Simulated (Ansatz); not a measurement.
# GaN: the cell at several levels of theory

One table from this session's results is given with a row withheld; the runs are named, their logs left out.

The COD entry's cell or inner coordinates are ideal or old and differ from later refinements, so a difference from it is no clean test against experiment.

The runs shown are made with Ansatz 0.2.0. PAW datasets, plane waves, zero pressure. Computed at 0 K without zero-point motion; spin polarisation is off.

## The cell

It is hexagonal, P6_3mc (No. 186); conventional cell a = 3.180 Å, c = 5.166 Å, 11.31 Å³ an atom. Near Ga stand 4 N at 1.94–1.95 Å; near N stand 4 Ga at 1.94–1.95 Å.

As a file:

```cif
data_structure
_symmetry_space_group_name_H-M 'P 1'
_symmetry_Int_Tables_number 1
_cell_length_a 3.1800
_cell_length_b 3.1800
_cell_length_c 5.1660
_cell_angle_alpha 90.000
_cell_angle_beta 90.000
_cell_angle_gamma 120.000
_cell_volume 45.24
loop_
_atom_site_label
_atom_site_type_symbol
_atom_site_fract_x
_atom_site_fract_y
_atom_site_fract_z
_atom_site_occupancy
Ga1 Ga 0.33333 0.66667 0.00000 1
Ga2 Ga 0.66667 0.33333 0.50000 1
N1 N 0.33333 0.66667 0.37500 1
N2 N 0.66667 0.33333 0.87500 1
```

The first run:

Input file input.yaml:

```yaml
crystal:
  lattice:
    - [3.18, 0.0, 0.0]
    - [-1.59, 2.753960784, 0.0]
    - [0.0, 0.0, 5.166]
  atoms:
    - { symbol: Ga, position: [0.3333333333, 0.6666666667, 0.0] }
    - { symbol: Ga, position: [0.6666666667, 0.3333333333, 0.5] }
    - { symbol: "N", position: [0.3333333333, 0.6666666667, 0.375] }
    - { symbol: "N", position: [0.6666666667, 0.3333333333, 0.875] }
kpoints:
  mp_grid: { grid: [12, 12, 4] }
hamiltonian:
  xc: pbe
scf:
  occupations: { method: fermi_dirac, width: 0.02 }
relax:
  f_tol: 0.005
  cell: {}
```

On the command line:

```console
ansatz run input.yaml --threads 2 --pin off --max-ram 4608MiB --backend cpu --events-out ev --progress --plain --runs-dir out
```

Steps of the session up to this table: Relaxation with PBE; r2SCAN: cell and atoms; Relaxing with PBEsol; Relaxation with LDA; Relaxing with HSE06.

One table of the session follows, with a row left open; its other results are not shown here.

| level | a (Å) | c (Å) | volume (Å³/atom) |
| --- | --- | --- | --- |
| PBE | ? | ? | ? |
| r2SCAN | 3.183 | 5.184 | 11.372 |
| PBEsol | 3.183 | 5.185 | 11.371 |
| LDA | 3.152 | 5.138 | 11.051 |
| HSE06 | 3.185 | 5.177 | 11.370 |

**Question.** Estimate the row for PBE.

**Answer.** a (Å): 3.218; c (Å): 5.243; volume (Å³/atom): 11.758. In the column «a (Å)» it is the highest.

To keep in mind: The calculation is for a static lattice, without the thermal expansion and zero-point motion that a deposited cell holds.
